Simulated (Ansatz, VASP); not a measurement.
# Pb in VASP and in Ansatz

The input INCAR:

```
SYSTEM = Pb
  PREC = Accurate
  ENCUT = 520
  EDIFF = 1E-7
  ISMEAR = 0
  SIGMA = 0.05
  LREAL = .False.
  LASPH = .True.
  NELM = 100
  ALGO = Normal
  ISIF = 2
  LWAVE = .False.
  LCHARG = .True.
  GGA = PE
  IVDW = 13
  LELF = .True.
  LVHAR = .True.
  NBANDS = 13
```

The input KPOINTS:

```
regular mesh
0
Gamma
  9 9 9
  0 0 0
```

The input POSCAR:

```
Pb
1.0
    0.0000000000      2.6271756242      2.6271756242
    2.6271756242      0.0000000000      2.6271756242
    2.6271756242      2.6271756242      0.0000000000
Pb
1
Direct
    0.0000000000      0.0000000000      0.0000000000
```

Contents of input.yaml:

```yaml
crystal:
  lattice:
    - [0.0, 2.6271756242, 2.6271756242]
    - [2.6271756242, 0.0, 2.6271756242]
    - [2.6271756242, 2.6271756242, 0.0]
  atoms:
    - { symbol: Pb, position: [0.0, 0.0, 0.0] }
hamiltonian:
  xc: pbe
  pseudopotentials: { kind: paw, accuracy: stringent }
  dispersion: d4
kpoints:
  mp_grid: { grid: [9, 9, 9] }
scf:
  occupations: { method: gaussian, width: 0.05 }
output:
  forces: true
  stress: true
  eigenvalues: true
```

Alike in both runs: task single point; functional PBE; dispersion D4; k mesh 9 × 9 × 9; occupations gaussian, width 0.05 eV; no spin polarisation.

|  | VASP | Ansatz |
| --- | --- | --- |
| version | VASP 6.6.1 | Ansatz 0.2.0 |
| potentials or method | VASP PAW PBE potentials, release 64 (Pb_d) | SSSP precision PAW |
| plane-wave cutoff (eV) | 520 | 612 |
| valence electrons in the cell | 14 | 14 |

Ansatz gave:

- gap on the k mesh at the Fermi level (eV): none
- pressure (GPa): -5.3
- dispersion energy (meV/atom): -419.7

Task: Estimate VASP's values.

Result: gap on the k mesh at the Fermi level (eV): none; pressure (GPa): -5.3; dispersion energy (meV/atom): -419.5.

A gap of «none» marks a metal or a gap that the smearing closes.

Caveats: pairwise dispersion overbinds metals, which lowers pressure and volume. Spin-orbit coupling is left out, which matters for the levels of Pb.
